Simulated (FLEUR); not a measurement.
AgBr:

```
Ag Br
1.0
     0.00000    2.87015    2.87015
     2.87015    0.00000    2.87015
     2.87015    2.87015    0.00000
Ag Br
1 1
Cartesian
  0.0000 0.0000 0.0000
  2.8702 2.8702 2.8702
```

| Property | Result |
| --- | --- |
| Program | FLEUR MaX-R8.1 (later development tree) |
| Task | single point |
| Functional | PBE |
| Potentials or basis | all-electron |
| Basis | FLAPW |
| Kmax | 3.8 1/bohr |
| k mesh | 8 × 8 × 8 |
| Occupations | fermi-dirac, width 0.05 eV |
| Spin | no spin polarisation |
| Gmax | 11.8 1/bohr |
| Muffin-tin radii | Ag 2.63, Br 2.24 bohr |
| lmax | Ag 11, Br 9 |
| Local orbitals a species | Ag 5, Br 5 |
| Max iterations | 60 |
| Mixing factor | 0.05 |
| Mixer | Anderson |
| Mixer history | 15 |
| Density convergence | 1e-05 me/bohr^3 |

On this cell: largest force zero by symmetry; band gap on the k mesh 0.67 eV, indirect (least direct gap 2.61 eV).

The same run follows on a disturbed copy (atoms moved at random, drawn with an rms of 0.05 Å):

```
Ag Br
1.0
     0.00000    2.87015    2.87015
     2.87015    0.00000    2.87015
     2.87015    2.87015    0.00000
Ag Br
1 1
Direct
  0.00565 0.99636 0.00428
  0.51022 0.48856 0.50500
```

Task: What does the disturbed cell give?

Result: The energy moves by +0.2 meV/atom; largest force 0.034 eV/Å; band gap on the k mesh 0.67 eV, indirect (least direct gap 2.60 eV).

Forces on the atoms (eV/Å):
```
Ag  -0.025  0.019 -0.012
Br   0.026 -0.019  0.012
```

A k mesh can miss the band edges.
